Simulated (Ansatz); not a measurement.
# BN: the cost of one run

Program: Ansatz 0.2.0. Level of theory: DFT PBE, scalar-relativistic, plane waves, PAW. These are calculated values, not measurements.

## 1. The system as given

The structure is cubic, space group F-43m (No. 216). The conventional cell has a = 3.626 Å, b = 3.626 Å, c = 3.626 Å, α = 90.00°, β = 90.00°, γ = 90.00°. B (site symmetry -43m) has 4 N at 1.57 Å as nearest neighbours. N (site symmetry -43m) has 4 B at 1.57 Å as nearest neighbours.

Structure file:

```xyz
2
Lattice="0.0000 1.8130 1.8130 1.8130 0.0000 1.8130 1.8130 1.8130 0.0000" Properties=species:S:1:pos:R:3 pbc="T T T"
B     0.0000    0.0000    0.0000
N     2.7195    2.7195    2.7195
```

Source of the structure: the Materials Project (structure only).

(A quick probe on a coarse mesh, which set the mesh and smearing, is not shown.)

## 3. The relaxation

input.yaml

```yaml
crystal:
  lattice:
    - [0.0, 1.813001, 1.813001]
    - [1.813001, 0.0, 1.813001]
    - [1.813001, 1.813001, 0.0]
  atoms:
    - { symbol: B, position: [0.0, 0.0, 0.0] }
    - { symbol: "N", position: [0.75, 0.75, 0.75] }
basis:
  ecutwfc: 420
kpoints:
  mp_grid: { grid: [12, 12, 12] }
hamiltonian:
  xc: pbe
scf:
  occupations: { method: gaussian, width: 0.02 }
output:
  forces: true
  stress: true
  eigenvalues: true
  write_density: true
  write_potential: true
  elf: true
  volumetric_format: npy
relax:
  adjacent_minimum: "off"
  f_tol: 0.005
  max_steps: 80
  cell: { stress_tol: 0.05 }
```

Launch:

```
ansatz run input.yaml --threads 2 --pin off --max-ram 5120MiB --backend cpu --events-out ev --progress --plain --runs-dir out
```

What time and memory should one allow on 2 threads of Arm Neoverse V1, shared host?

About 2.5 s, with a peak of 0.27 GiB.
